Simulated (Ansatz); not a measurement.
Crystal: Br.

```
Br
1.0
     3.36325   -2.32255    0.00000
     3.36325    2.32255    0.00000
     0.00000    0.00000    8.70230
Br
4
Direct
  0.36510 0.63490 0.39010
  0.13490 0.86510 0.89010
  0.63490 0.36510 0.60990
  0.86510 0.13490 0.10990
```

Program: Ansatz 0.2.0. Alike in all runs: task band structure; potentials or basis Ansatz PAW; no spin polarisation; cell as given; k mesh 4 × 4 × 2; smearing fermi-dirac 0.05 eV.

Q: Order these runs on this cell by their band gap on the k mesh, lowest first.
A. level r2SCAN; cutoff (eV) 500
B. level RPBE; cutoff (eV) 420
C. level LDA; cutoff (eV) 420

A: C (1.74 eV), B (1.95 eV), A (2.17 eV).

Runs at the PBE level aren't shown here.
